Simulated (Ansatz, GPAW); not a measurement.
This is a calculation of Cd for Ansatz 0.2.0. This isn't the form of Cd at room conditions, which is hcp.

File input.yaml:

```yaml
crystal:
  lattice:
    - [3.07354613, 0.0, 0.0]
    - [1.3909569376, 2.740789049, 0.0]
    - [1.3909569376, 0.8539180026, 2.6043710672]
  atoms:
    - { symbol: Cd, position: [0.0, 0.0, 0.0] }
hamiltonian:
  xc: pbesol
  pseudopotentials: { kind: paw }
kpoints:
  mp_grid: { grid: [10, 10, 10] }
scf:
  occupations: { method: gaussian, width: 0.05 }
output:
  forces: true
  stress: true
  eigenvalues: true
```

Potentials or basis: Ansatz PAW.

Run with:

```sh
$ ansatz run input.yaml --threads 1 --pin off --max-ram 3584MiB --backend cpu --events-out ev --progress --plain --runs-dir out
```

Question: What does the same run look like in GPAW 26.7.0 (ASE script)? Potentials or basis there: PAW data sets generated for this functional, cutoff 600 eV.

Answer: As run (cutoffs and basis follow the program's own potentials, and thresholds, step limits or extra output files can differ):

Contents of run.py:

```python
from ase import Atoms
from ase.dft.bandgap import bandgap
from ase.io import write
from ase.units import Bohr, GPa
from gpaw import GPAW, PW, setup_paths
from gpaw.elf import elf_from_dft_calculation

setup_paths.insert(0, '.')

atoms = Atoms(['Cd'],
              cell=[[3.07354613, 0.0, 0.0],
                    [1.3909569376, 2.740789049, 0.0],
                    [1.3909569376, 0.8539180026, 2.6043710672]],
              scaled_positions=[[0.0, 0.0, 0.0]],
              pbc=True)

calc = GPAW(mode=PW(600),
            xc='PBEsol',
            kpts={'size': (10, 10, 10), 'gamma': True},
            occupations={'name': 'methfessel-paxton', 'order': 0, 'width': 0.05},
            nbands=13,
            convergence={'density': 1e-05, 'energy': 1e-05},
            maxiter=150,
            txt='gpaw.txt')
atoms.calc = calc
energy = atoms.get_potential_energy()
forces = atoms.get_forces()
stress = atoms.get_stress()
calc.write('gs.gpw')
write('result.traj', atoms)
print(f'Energy: {energy:.6f} eV')
print('Forces (eV/A):')
print(forces.round(4))
print('Stress (GPa):', (stress / GPa).round(3))
print('Fermi level:', round(calc.get_fermi_level(), 4), 'eV')
print(f'Gap: {bandgap(calc)[0]:.4f} eV, direct: {bandgap(calc, direct=True)[0]:.4f} eV')

# fields on the real-space grid
write('density.cube', atoms, data=calc.get_pseudo_density() * Bohr**3)
write('potential.cube', atoms, data=calc.get_electrostatic_potential())
write('elf.cube', atoms, data=elf_from_dft_calculation(calc).data)
```

Potentials or basis: PAW data sets generated in the run's folder for this functional, pw.

The run is started by

```bash
$ gpaw-setup -f PBEsol Cd
$ OMP_NUM_THREADS=1 python run.py
```

Both were run:

|  | Ansatz | GPAW |
| --- | --- | --- |
| Pressure | -2.2 GPa | -2.7 GPa |

Ansatz's pressure holds a Pulay term of +0.04 GPa for its cutoff of 420 eV, which the other run lacks.

The potentials hold 20 and 12 valence electrons a cell.

Ansatz's potentials were made for PBE.

Where Ansatz's input types no cutoff or centring, it takes its own default and a Γ-centred mesh.

Pressure is positive in compression.
